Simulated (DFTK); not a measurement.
KTaO3:

```
CELL_PARAMETERS angstrom
3.98830 0.00000 0.00000
0.00000 3.98830 0.00000
0.00000 0.00000 3.98830
ATOMIC_POSITIONS crystal
Ta 0.00000 0.00000 0.00000
K 0.50000 0.50000 0.50000
O 0.00000 0.00000 0.50000
O 0.00000 0.50000 0.00000
O 0.50000 0.00000 0.00000
```

Base run:

* Program: DFTK 0.8.2
* Functional: r2SCAN
* Potentials or basis: in-house norm-conserving set (r2SCAN, scalar relativistic)
* Cutoff: 1279 eV
* k mesh: 4 × 4 × 4
* Occupations: fermi-dirac, width 0.05 eV
* Spin: no spin polarisation

Its results: band gap on the k mesh 2.62 eV, indirect (least direct gap 3.26 eV).

The run is repeated on the same cell with these changes: functional from r2SCAN to BJ06; potentials or basis from in-house norm-conserving set (r2SCAN, scalar relativistic) to SG15 1.2 (PBE); cutoff from 1279 eV to 1225 eV; valence electrons from 40 to 54. What comes out?

Band gap on the k mesh 2.78 eV, indirect (least direct gap 3.42 eV).

Caveats: spin-orbit coupling is left out, which moves the levels of the heavy elements; the program warned that the kinetic-energy density falls under its von Weizsäcker bound, which can give unphysical results (some runs); the program leaves the constant c of mgga_x_tb09 at 1, so the potential is Becke-Johnson's (BJ06) and not Tran and Blaha's, with levels but no total energy (some runs).
